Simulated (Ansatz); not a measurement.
# KF (Fm-3m): exact exchange against the cheap answer (a further series), part 3 of 3

How far do hybrid functionals move KF (Fm-3m) from its cheap description, and at what price?

Ansatz 0.2.0; DFT at several levels, plane waves, PAW. Earlier steps stand in the parts before.

## Step 5: HSE06

The input, input.yaml:

```yaml
crystal:
  lattice:
    - [0.0, 2.6734993184, 2.6734993184]
    - [2.6734993184, 0.0, 2.6734993184]
    - [2.6734993184, 2.6734993184, 0.0]
  atoms:
    - { symbol: K, position: [0.0, 0.0, 0.0] }
    - { symbol: F, position: [0.5, 0.5, 0.5] }
basis:
  ecutwfc: 420
  ecutrho_ratio: 4
kpoints:
  mp_grid: { grid: [4, 4, 4] }
hamiltonian:
  xc: hse06
scf:
  occupations: { method: gaussian, width: 0.05 }
  n_extra_bands: 9
output:
  forces: true
  stress: true
  eigenvalues: true
  populations: true
  dos: { projected: true, de: 0.02 }
```

On the command line:

```
$ ansatz run input.yaml --threads 4 --pin off --max-ram 8192MiB --backend cpu --events-out ev --progress --plain --runs-dir out
```

Log:

```text
Warning: output.stress: scf.convergence.dr2_threshold = 1e-7 eV (the SCF's general default) is looser than the 2e-10 eV advised for a printed stress (1e-10 eV for each atom of the cell: 2). What an SCF threshold leaves in a stress goes as its square root, and in the free energy as the threshold itself, and one threshold admits the most on a small cell: of the crystals measured, under no hybrid functional and no lock of the moments, on runs that ended without the residual-converged pass, on stresses that held no estimate of that error, the worst erred by over 100 MPa in a component at 1e-7 eV an atom and by under 5 at 1e-10. Set scf.convergence.dr2_threshold to 2e-10 eV or tighter. The threshold is an SCF's pass mark: one that does not reach it within its budget of iterations ends unconverged, or closes short of it on a stop that the run arms, and scf.convergence.dr2_threshold's page says what that costs each kind of run
Warning: output.stress: scf.exx.energy_threshold = 1e-6 eV is looser than the 2e-8 eV advised for a stress under a hybrid functional (1e-8 eV for each atom of the cell: 2). Every SCF of the exchange loop can meet its threshold on dr2 while the loop round them stops early: no threshold on dr2 bounds what that leaves in the stress. Set scf.exx.energy_threshold to 2e-8 eV or tighter. The threshold is the loop's pass mark: a loop that does not reach it within its budget of cycles ends unconverged, and scf.exx.energy_threshold's page has the law
Warning: RAYON_NUM_THREADS=4 ignored (pool sized by the plan → 4); use --threads N
scf.n_extra_bands = 9 over 8 filled bands (N_el = 16.0): the run solves 17 bands
Engine: ansatz 0.2.0, aarch64-unknown-linux-gnu
Pseudopotentials: kind: paw
Pseudopotential: K, paw, valence charge 9, recommended cutoff 420 eV (normal), K.paw.azcp
Pseudopotential: F, paw, valence charge 7, recommended cutoff 420 eV (normal), F.paw.azcp
Functional definition: HSE06
  parameter a = 0.25
  parameter omega = 0.11/bohr
  exchange = pbe_x - a*pbe_x_sr(omega) + a*exact_x_sr(omega)
  correlation = pbe_c
Crystal: 2 atoms, lattice volume = 38.218 Å³
Basis set: ecut = 420 eV, 725 PW (Γ), exchange–correlation on 54×54×54 points (8 copies of the dense FFT grid, shifted against one another)
Bands: 17, of which v1, the nominal top of the filled ones, is band 8 counted from 1 (7 counted from 0)
Symmetry: 48 space group operations
Space group: Fm-3m (ITA 225), of the structure as read, at distance tolerance 3.4e-5 Å
k-points: 8 of 64
Non-local potential: K, projectors of the file, l = 0: 3, l = 1: 2, l = 2: 2
Non-local potential: F, projectors of the file, l = 0: 2, l = 1: 2, l = 2: 1
PAW form: soft (Blöchl's): semilocal exchange-correlation on the pseudo side does not see the compensation charge
PAW frozen core: K, regenerated for the run's functional, and the local potential with it (the file was generated under x = pbe(κ = 0.804, μ = 0.2195149727645171), c = pbe(β = 0.06672455060314922))
PAW frozen core: F, regenerated for the run's functional, and the local potential with it (the file was generated under x = pbe(κ = 0.804, μ = 0.2195149727645171), c = pbe(β = 0.06672455060314922))
PAW one-centre angular grid: K, 110 points (default); XC on 64 Gauss nodes
PAW one-centre angular grid: F, 110 points (default); XC on 64 Gauss nodes
Initial density: superposition of atomic densities (neutral atoms: chi_scale 0, normalization atom), corrected by the library's trained network
Initial wavefunctions: pseudopotential atomic-orbital guess
Functional: x = pbe(κ = 0.804, μ = 0.2195149727645171), c = pbe(β = 0.06672455060314922), warm-up for x = pbe(κ = 0.804, μ = 0.2195149727645171) + 0.25 (exact − pbe) at short range (hse, ω = 0.20786987370883472 Å⁻¹), c = pbe(β = 0.06672455060314922); HSE06 as pw.x's `hse` composes it (authors' and Libxc's form: `xc: wpbeh`)
SCF iter   1: F=—  HF=-2348.795967 eV  |F-HF|=—  |Δ(HF+E_count)|=         —  Δρ=6.67e-4  dr2=1.10e-4  ethr=1.77e-3  ⟨swp⟩=2.1  Hψ=965  notcnv=0
preconditioner: auto → none  [insulator: Δε(μ)=6.168 eV  Ē_g=20.742 eV  σ=0.050 eV  W_gap=1.00  n_scr=14 (ndim 8)  ℏωp=22.5 eV  f_vac=0.124  D(μ)=0.00/eV (n_scr^D=0)]
SCF iter   2: F=-2348.796130 eV  HF=-2348.796092 eV  |F-HF|=3.76e-5  |Δ(HF+E_count)|=   1.25e-4  Δρ=3.83e-4  dr2=2.35e-5  ethr=6.87e-7  ⟨swp⟩=3.2  Hψ=258  notcnv=0
SCF 1 stopped early in 2 iterations: F = -2348.796130 eV  dr2 = 2.35e-5
Initial density: handed on by an earlier stage of this run
Initial wavefunctions: those handed on with the density
Functional: x = pbe(κ = 0.804, μ = 0.2195149727645171) + 0.25 (exact − pbe) at short range (hse, ω = 0.20786987370883472 Å⁻¹), c = pbe(β = 0.06672455060314922); HSE06 as pw.x's `hse` composes it (authors' and Libxc's form: `xc: wpbeh`)
Exchange kernel: α = 0.2500, screened, ω = 0.2079 Å⁻¹, Wigner–Seitz truncation, v(0) = 1017.6882 eV·Å³, q-mesh 4×4×4, nearest image of the exchange supercell L = 15.12 Å, pair-density grid 15×15×15, without the augmentation charges, whose exchange is taken in its separable form by FFT convolution over the k-point mesh (sized by the pseudopotential files, 24×24×24 at the most), smooth part of the exact exchange by density-matrix convolution
Frozen-core exchange: fock
SCF iter   1: F=—  HF=-2349.498226 eV  |F-HF|=—  |Δ(HF+E_count)|=         —  Δρ=7.89e-3  dr2=2.95e-2  ethr=1.47e-6  ⟨swp⟩=6.5  Hψ=642  notcnv=0
preconditioner: auto → none  [insulator: Δε(μ)=8.377 eV  Ē_g=23.583 eV  σ=0.050 eV  W_gap=1.00  n_scr=14 (ndim 8)  ℏωp=22.5 eV  f_vac=0.122  D(μ)=0.00/eV (n_scr^D=0)]
SCF iter   2: F=—  HF=-2349.490737 eV  |F-HF|=—  |Δ(HF+E_count)|=   7.49e-3  Δρ=6.17e-3  dr2=5.24e-3  ethr=1.47e-6  ⟨swp⟩=4.1  Hψ=415  notcnv=0
SCF iter   3: F=—  HF=-2349.492157 eV  |F-HF|=—  |Δ(HF+E_count)|=   1.42e-3  Δρ=2.08e-3  dr2=8.86e-4  ethr=1.47e-6  ⟨swp⟩=4.1  Hψ=293  notcnv=0
SCF iter   4: F=—  HF=-2349.491843 eV  |F-HF|=—  |Δ(HF+E_count)|=   3.14e-4  Δρ=9.14e-4  dr2=2.19e-4  ethr=1.47e-6  ⟨swp⟩=2.0  Hψ=200  notcnv=0
iter 5 solved again at ethr=9.29e-10 eV; its pass at ethr=1.02e-6 eV (dr2=1.49e-7 eV) is discarded
SCF iter   5: F=—  HF=-2349.491772 eV  |F-HF|=—  |Δ(HF+E_count)|=   7.10e-5  Δρ=5.65e-5  dr2=3.96e-5  ethr=9.29e-10  ⟨swp⟩=4.2  Hψ=648  notcnv=0
eigensolver tolerance schedule calibrated: the retry pair's looser diagonalisation under-reported the residual by θ = 0.79 (0.26/decade); ethr = c·dr2/N_el runs at the constant in force after the calibration composes with the one it found (an armed cap, an earlier calibration), c = 1.5e-2
SCF iter   6: F=—  HF=-2349.492031 eV  |F-HF|=—  |Δ(HF+E_count)|=   2.59e-4  Δρ=6.16e-4  dr2=9.47e-5  ethr=6.63e-10  ⟨swp⟩=5.2  Hψ=431  notcnv=0
SCF iter   7: F=-2349.491999 eV  HF=-2349.492001 eV  |F-HF|=1.57e-6  |Δ(HF+E_count)|=   2.97e-5  Δρ=4.07e-5  dr2=1.77e-6  ethr=6.63e-10  ⟨swp⟩=4.9  Hψ=390  notcnv=0
SCF 2 stopped early in 7 iterations: F = -2349.491999 eV  dr2 = 1.77e-6
hybrid outer 1: dexx = +3.245e-3 eV, tail = 6.65e-6 eV
Exchange kernel: α = 0.2500, screened, ω = 0.2079 Å⁻¹, Wigner–Seitz truncation, v(0) = 1017.6882 eV·Å³, q-mesh 4×4×4, nearest image of the exchange supercell L = 15.12 Å, pair-density grid 15×15×15, without the augmentation charges, whose exchange is taken in its separable form by FFT convolution over the k-point mesh (sized by the pseudopotential files, 24×24×24 at the most), smooth part of the exact exchange by density-matrix convolution
Frozen-core exchange: fock
SCF iter   1: F=—  HF=-2349.492110 eV  |F-HF|=—  |Δ(HF+E_count)|=         —  Δρ=8.03e-5  dr2=1.69e-6  ethr=2.08e-7  ⟨swp⟩=3.8  Hψ=335  notcnv=0
preconditioner: auto → none  [insulator: Δε(μ)=8.172 eV  Ē_g=23.463 eV  σ=0.050 eV  W_gap=1.00  n_scr=14 (ndim 8)  ℏωp=22.5 eV  f_vac=0.141  D(μ)=0.00/eV (n_scr^D=0)]
SCF iter   2: F=—  HF=-2349.492110 eV  |F-HF|=—  |Δ(HF+E_count)|=   4.97e-7  Δρ=1.90e-5  dr2=3.71e-8  ethr=1.44e-9  ⟨swp⟩=3.8  Hψ=249  notcnv=0
SCF iter   3: F=-2349.492110 eV  HF=-2349.492110 eV  |F-HF|=1.76e-9  |Δ(HF+E_count)|=  4.07e-10  Δρ=3.20e-6  dr2=7.91e-9  ethr=2.84e-11  ⟨swp⟩=3.6  Hψ=340  notcnv=0
SCF 3 converged in 3 iterations: F = -2349.492110 eV  dr2 = 7.91e-9
  Residual-converged pass: ⟨swp⟩=2.1  Hψ=191  notcnv=0  max |occ|·‖R‖ = 2.1e-6 eV (tolerance 2.4e-6 eV)  dr2=7.92e-9  dr2_onsite=2.34e-10  max |Δocc| = 0.0e0
hybrid outer 2: dexx = +8.402e-8 eV, tail = 1.93e-8 eV, Δε = 2.04e-3 eV (about 1.26e-4 eV left of the loop's levels)
hybrid SCF converged: 2 outer / 10 inner (+2 warm-up), last move |dexx| = 8.40e-8 eV, tail = 1.93e-8 eV
Stability not checked: this state was not tested for a lower state beside it, because the functional holds exact exchange (a hybrid, or Hartree-Fock), whose exchange loop this test does not read (fock_operator; see scf.lower_state_search)
Free energy (F): -2349.492110 eV
Frozen-core exchange: fock
Harris-Foulkes:  -2349.492110 eV  (|F-HF|=1.76e-9)
Internal energy: -2349.492110 eV  (E = F + TS)
E sigma→0 (E₀):  -2349.492110 eV
Fermi energy:    3.944135 eV
--- Per-component energies (eV) ---
  E_band       = -157.597726
  E_kinetic    = 464.376551
  E_local      = -1114.109152  (includes V_loc(G=0)·N_el)
  E_nonlocal   = 84.571357
  E_hartree    = 403.082514
  E_xc         = -173.027307
  E_vxc        = -213.403358  (∫ρ·V_xc dr)
  E_exx        = -50.841470  (= α·E_x^exact, valence–valence)
  E_paw        = -975.922943  (= ΣΔE_a)
  E_vpaw       = -83.518434  (= ΣTr[D̂ρ^β])
  E_aug_tail   = 0.002056  (compensation charges beyond the density's cutoff)
  E_ewald      = -987.452390
  E_core_change = -0.171325  (= ΣΔE_core)
  E_smearing   = -0.000000  (= −TS)
  E_closure    = -0.000000  (closes the sum)
  Σ components = -2349.492110   (vs F -2349.492110, Δ=0.00e0)
--- Forces (eV/Å), atoms counted from 1 ---
  atom   1  K     -0.00000000     0.00000000     0.00000000
  atom   2  F      0.00000000     0.00000000     0.00000000
  max |Σ_I F_I| component: 2.42e-29 eV/Å
--- Stress (GPa, compression-positive) ---
        0.422331       0.000000      -0.000000
        0.000000       0.422331       0.000000
        0.000000       0.000000       0.422331
  P = ⅓ Tr σ = 0.4223 GPa (4.223 kbar)
--- Band table (eV; the first three rows and the last of 8) ---
  k-point 0: bands = ["-27.7465", "-20.3393", "-9.6407", "-9.6407", "-9.6407", "-0.1409", "-0.1409", "-0.1409", "8.0288", "12.8773", "12.8773", "12.8773", "14.6933", "14.6933", "18.6614", "26.8209", "26.8209"]
  k-point 1: bands = ["-27.6967", "-20.3833", "-9.7780", "-9.6566", "-9.6566", "-0.5628", "-0.3191", "-0.3191", "9.5640", "12.1668", "13.6549", "13.6549", "15.3093", "15.3093", "20.6658", "23.0349", "23.7335"]
  k-point 2: bands = ["-27.6459", "-20.4281", "-9.9138", "-9.6721", "-9.6721", "-0.9193", "-0.4911", "-0.4911", "11.0649", "12.5178", "14.3897", "14.3897", "16.7744", "16.7744", "18.4952", "20.4389", "20.4389"]
  k-point 7: bands = ["-27.6218", "-20.3848", "-10.0434", "-10.0434", "-9.7246", "-0.5506", "-0.2905", "-0.2905", "11.7555", "11.7555", "13.4626", "15.7374", "16.6936", "17.1618", "18.3605", "18.3605", "20.6866"]
--- Löwdin populations: 2 sites ---
  site symbol       q [e]
     0      K      8.1277
     1      F      7.8045
  spilling = 0.004238 (of n_electrons = 16.000000)
```

It took 3.1 s on 4 threads of Arm Neoverse V1, shared host; peak memory 0.46 GiB.

Result: volume 19.109 Å³/atom, pressure 0.42 GPa, mesh gap 8.17 eV.

The density of states, summed over windows 1 eV wide (valence-band top at zero):

| from | to | total | F 2p | K 4s |
| --- | --- | --- | --- | --- |
| -6 | -5 | 0.00 | 0.00 | 0.00 |
| -5 | -4 | 0.00 | 0.00 | 0.00 |
| -4 | -3 | 0.00 | 0.00 | 0.00 |
| -3 | -2 | 0.00 | 0.00 | 0.00 |
| -2 | -1 | 0.00 | 0.00 | 0.00 |
| -1 | 0 | 6.00 | 5.80 | 0.07 |
| 0 | 1 | 0.00 | 0.00 | 0.00 |
| 1 | 2 | 0.00 | 0.00 | 0.00 |
| 2 | 3 | 0.00 | 0.00 | 0.00 |
| 3 | 4 | 0.00 | 0.00 | 0.00 |
| 4 | 5 | 0.00 | 0.00 | 0.00 |
| 5 | 6 | 0.00 | 0.00 | 0.00 |
| 6 | 7 | 0.00 | 0.00 | 0.00 |
| 7 | 8 | 0.00 | 0.00 | 0.00 |
| 8 | 9 | 0.02 | 0.00 | 0.02 |
| 9 | 10 | 0.17 | 0.01 | 0.14 |
| 10 | 11 | 0.73 | 0.02 | 0.37 |
| 11 | 12 | 2.02 | 0.03 | 0.55 |

The projection uses the shells of the potentials' files: it has no valence p orbitals on K, nor d on K, so such weight is missing from the shares.

## Step 6: The sweep

What follows sums up all 3 parts.

| level | exact exchange | gap on the mesh (eV) | change of gap (eV) | pressure (GPa) | wall time | CPU time |
| --- | --- | --- | --- | --- | --- | --- |
| PBE (earlier series) | 0.00 | 6.17 | 0 | 1.3 | 0.34 s | 0.83 s |
| Hartree–Fock | 1.00 | 17.49 | +11.32 | 1.8 | 4 s | 12 s |
| PBE0 | 0.25 | 8.95 | +2.77 | 0.4 | 3.5 s | 9.6 s |
| HSE06 form (fraction 0.45, screening 0.3 Å⁻¹) | 0.45 | 9.32 | +3.15 | -0.3 | 3.4 s | 11 s |
| HSE06 | 0.25 | 8.17 | +2.00 | 0.4 | 3.1 s | 9.5 s |

Changes count from PBE. Times are on 4 threads of Arm Neoverse V1, shared host; the hybrid runs also made densities of states.

Against 6.17 eV at PBE, the runs with exact exchange give 8.17 (HSE06) to 17.49 eV (Hartree–Fock). The pressure spans -0.3 to 1.8 GPa, negative where a level wants a smaller cell on this coarse mesh, whose own error is in all of them. The median run with exact exchange took 12 times the CPU time of the cheap one. Gaps are over this coarse mesh alone, and total energies of different levels can't be compared. The program warned that the SCF threshold is loose for the stress of this hybrid run.
